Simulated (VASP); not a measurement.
# InSb (F-43m) in VASP: settings compared, part 2 of 2

VASP 6.6.1. The steps go on from the part before.

## (4) Band structure, HSE06

POSCAR reads:

```
InSb                                    
1.0
    0.0000000000      3.2603245817      3.2603245817
    3.2603245817      0.0000000000      3.2603245817
    3.2603245817      3.2603245817      0.0000000000
  In              Sb            
     1     1
Direct
     0.0000000000000000    0.0000000000000000    0.0000000000000000
     0.2500000000000000    0.2500000000000000    0.2500000000000000
```

INCAR.step1 reads:

```
SYSTEM = InSb
ALGO     = Normal         ! electronic algorithm
EDIFF    = 1E-5           ! SCF threshold, eV
ENCUT    = 520            ! plane-wave cutoff, eV
GGA      = PE             ! functional
ISIF     = 2              ! what is computed and relaxed
ISMEAR   = 0              ! smearing method
LASPH    = .TRUE.         ! aspherical terms in the spheres
LCHARG   = .FALSE.        ! write CHGCAR
LREAL    = .FALSE.        ! projectors in reciprocal space
LWAVE    = .TRUE.         ! write WAVECAR
NBANDS   = 16             ! bands
NELM     = 80             ! most SCF steps
PREC     = Accurate       ! precision mode
SIGMA    = 0.03           ! smearing width, eV
```

INCAR.step2 reads:

```
SYSTEM = InSb
ALGO     = Normal         ! electronic algorithm
EDIFF    = 1E-6           ! SCF threshold, eV
ENCUT    = 520            ! plane-wave cutoff, eV
GGA      = PE             ! functional
HFSCREEN = 0.2            ! screening, 1/A
ISIF     = 2              ! what is computed and relaxed
ISMEAR   = 0              ! smearing method
ISTART   = 1            
LASPH    = .TRUE.         ! aspherical terms in the spheres
LCHARG   = .FALSE.        ! write CHGCAR
LHFCALC  = .TRUE.         ! exact exchange
LREAL    = .FALSE.        ! projectors in reciprocal space
LWAVE    = .FALSE.        ! write WAVECAR
NBANDS   = 16             ! bands
NELM     = 80             ! most SCF steps
PREC     = Accurate       ! precision mode
PRECFOCK = Fast         
SIGMA    = 0.03           ! smearing width, eV
```

KPOINTS reads:

```
k-points
0
G
  4 4 4
  0 0 0
```

KPOINTS_OPT reads:

```
explicit points
9
Reciprocal
 0.0000000000  0.0000000000  0.0000000000 1
 0.3750000000  0.3750000000  0.7500000000 1
 0.5000000000  0.5000000000  0.5000000000 1
 0.6250000000  0.2500000000  0.6250000000 1
 0.5000000000  0.2500000000  0.7500000000 1
 0.5000000000  0.0000000000  0.5000000000 1
 0.4000000000  0.0000000000  0.4000000000 1
 0.4250000000  0.0000000000  0.4250000000 1
 0.4500000000  0.0000000000  0.4500000000 1
```

Command:

```
$ cat potpaw_PBE.64/In_d/POTCAR potpaw_PBE.64/Sb/POTCAR > POTCAR
$ cp INCAR.step1 INCAR
$ mpirun -np 1 vasp_std > vasp.out
$ cp INCAR.step2 INCAR
$ mpirun -np 1 vasp_std > vasp.out
```

Run time: 12 min. Hardware: 1 thread of Intel Xeon Platinum 8488C (Sapphire Rapids), shared host; peak memory 0.31 GiB.

It converged, with:

| Property | Result |
| --- | --- |
| Free energy | -8.3683 eV |
| Pressure | 0.2 GPa |
| Band gap on the k mesh | 0.45 eV, direct |
| Band gap along the path | 0.45 eV, direct |

Levels at points of the mesh, in eV from the valence-band top:
```csv
k point,band 6,band 7,band 8,band 9,band 10,band 11,band 12,band 13
"(0.00, 0.00, 0.00)",-11.59,0.00,0.00,0.00,0.45,3.66,3.66,3.66
"(0.50, 0.00, 0.00)",-10.12,-5.98,-1.05,-1.05,1.16,4.54,4.54,6.92
"(0.50, 0.50, 0.00)",-9.45,-6.31,-2.38,-2.38,1.96,1.96,9.19,9.19
```

Caveat: the PAW data sets were made with another functional, which shifts forces and pressure a little; spin-orbit coupling is left out, which moves the levels of the heavy elements.

## (5) Band structure, PBE0

POSCAR is that of step 4.

INCAR.step1 is that of step 4.

INCAR.step2: that of step 4 with these lines changed.

```diff
@@ -1,2 +1,3 @@
 SYSTEM = InSb
+AEXX     = 0.25           ! exact-exchange fraction
 ALGO     = Normal         ! electronic algorithm
@@ -5,3 +6,3 @@
 GGA      = PE             ! functional
-HFSCREEN = 0.2            ! screening, 1/A
+HFRCUT   = -1           
 ISIF     = 2              ! what is computed and relaxed
```

KPOINTS is that of step 4.

KPOINTS_OPT is that of step 4.

Command:

```
$ cat potpaw_PBE.64/In_d/POTCAR potpaw_PBE.64/Sb/POTCAR > POTCAR
$ cp INCAR.step1 INCAR
$ mpirun -np 1 vasp_std > vasp.out
$ cp INCAR.step2 INCAR
$ mpirun -np 1 vasp_std > vasp.out
```

Run time: 11 min. Hardware: 1 thread of Intel Xeon Platinum 8488C (Sapphire Rapids), shared host; peak memory 0.22 GiB.

It converged, with:

| Item | Value |
| --- | --- |
| Free energy | -9.2203 eV |
| Pressure | 0.0 GPa |
| Band gap on the k mesh | 1.07 eV, direct |
| Band gap along the path | 1.07 eV, direct |

Levels at points of the mesh, in eV from the valence-band top:
| k point | band 6 | band 7 | band 8 | band 9 | band 10 | band 11 | band 12 | band 13 |
| --- | --- | --- | --- | --- | --- | --- | --- | --- |
| (0.00, 0.00, 0.00) | -11.72 | 0.00 | 0.00 | 0.00 | 1.07 | 4.31 | 4.31 | 4.31 |
| (0.50, 0.00, 0.00) | -10.23 | -6.08 | -1.08 | -1.08 | 1.79 | 5.20 | 5.20 | 7.57 |
| (0.50, 0.50, 0.00) | -9.56 | -6.41 | -2.44 | -2.44 | 2.58 | 2.59 | 9.89 | 9.89 |

Caveat: the PAW data sets were made with another functional, which shifts forces and pressure a little; spin-orbit coupling is left out, which moves the levels of the heavy elements.

## (6) Overview

```tsv
level	spin	screening parameter	exchange at q = 0	mesh quality	gap on the mesh (eV)	pressure (GPa)
HSE06	SOC, no magnetisation	0.2 1/A	-	coarse	-	0.2
PBEsol	off	-	-	coarse	-	0.5
HSE06	off	0.2 1/A	-	not flagged	0.45	0.2
PBE0	off	-	truncated	not flagged	1.07	0.0
```

Alike in all rows: task band structure; potentials or basis VASP PAW PBE potentials, release 64 (In_d, Sb); cell as given; k mesh 4 × 4 × 4; cutoff (eV) 520; smearing gaussian 0.03 eV.

Caveats: some runs use coarse meshes; the PAW data sets were made with another functional, which shifts forces and pressure a little; spin-orbit coupling is left out, which moves the levels of the heavy elements (some runs); this crystal is a semiconductor, whose small gap the functional closes, so the metal is an error of the method (some runs).

Absolute energies hang on the potentials; compare differences alone.

## (7) Against experiment

Step 4. Against the measured gap of InSb, 0.24 eV (quoted in “Electronic Structure and Epitaxy of CdTe Shells on InSb Nanowires”, 2021, arxiv:2111.05126), the calculated 0.45 eV is off by +0.21 eV. Spin-orbit coupling on In, Sb is left out. The value is that of HSE06, without temperature or zero-point motion.

Step 5. Measured gap of InSb: 0.24 eV (quoted in “Electronic Structure and Epitaxy of CdTe Shells on InSb Nanowires”, 2021, arxiv:2111.05126). This calculation gives 1.07 eV (+0.83 eV). Spin-orbit coupling on In, Sb is left out. The value is that of PBE0, without temperature or zero-point motion.
